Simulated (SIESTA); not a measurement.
## PbO under changes of volume

One of the cells (19.077 Å³/atom); the others are scaled copies at fixed shape and fractional positions:

```
Pb O
1.0
     5.87600    0.00000    0.00000
     0.00000    5.47600    0.00000
     0.00000    0.00000    4.74300
Pb O
4 4
Direct
  0.76900 0.51400 0.25000
  0.23100 0.48600 0.75000
  0.76900 0.98600 0.75000
  0.23100 0.01400 0.25000
  0.13200 0.58200 0.25000
  0.86800 0.41800 0.75000
  0.13200 0.91800 0.75000
  0.86800 0.08200 0.25000
```

* Program: SIESTA 5.4.2
* Functional: LDA
* Potentials or basis: PseudoDojo 0.4 standard (LDA files)
* Basis: DZP (energy shift 0.003 Ry; two zetas on semicore shells)
* Grid cutoff: 800 Ry
* Energy shift: 0.003 Ry
* k mesh: 4 × 4 × 4
* Occupations: fermi-dirac, width 0.05 eV
* Spin: no spin polarisation

```csv
volume (Å³/atom),energy over the lowest point (meV/atom),pressure (GPa),gap on the mesh (eV),largest force (eV/Å)
17.932,7.86,3.9,2.15,1.507
18.314,?,?,?,?
18.695,0.00,-0.5,2.12,1.151
19.077,3.37,-2.3,2.10,1.031
19.458,10.91,-4.0,2.08,1.016
19.840,22.19,-5.5,2.05,1.103
20.222,36.75,-6.7,2.03,1.231
```

Task: What does the run at 18.314 Å³/atom give?

Result: Energy over the lowest point 1.31 meV/atom; pressure 1.6 GPa; gap on the mesh 2.14 eV; largest force 1.282 eV/Å.

Worked out: A Birch-Murnaghan fit of order 3 (a polynomial in V^(-2/3)) to the other rows has its minimum at 18.60 Å³/atom with B0 = V·E''(V) = 98 GPa and B' = 4.7 at fixed shape and positions, which overstates the stiffness. It gives 1.29 meV/atom at 18.314 Å³/atom, against the run's 1.31, and -dE/dV = 1.6 GPa, against 1.6. A straight line through the other rows of the gap, of slope -1.02 eV per unit of ln V, gives 2.14 eV, against the run's 2.14.

Energies are extrapolated to zero smearing.

Caveats: spin-orbit coupling is left out, which as a rule narrows the gap of such compounds by several tenths of an eV; the cell's inner coordinates are idealised or old, which leaves forces on the atoms; the basis of atomic orbitals isn't converged, which shifts pressures, moduli and gaps.

A mesh can miss the band edges.
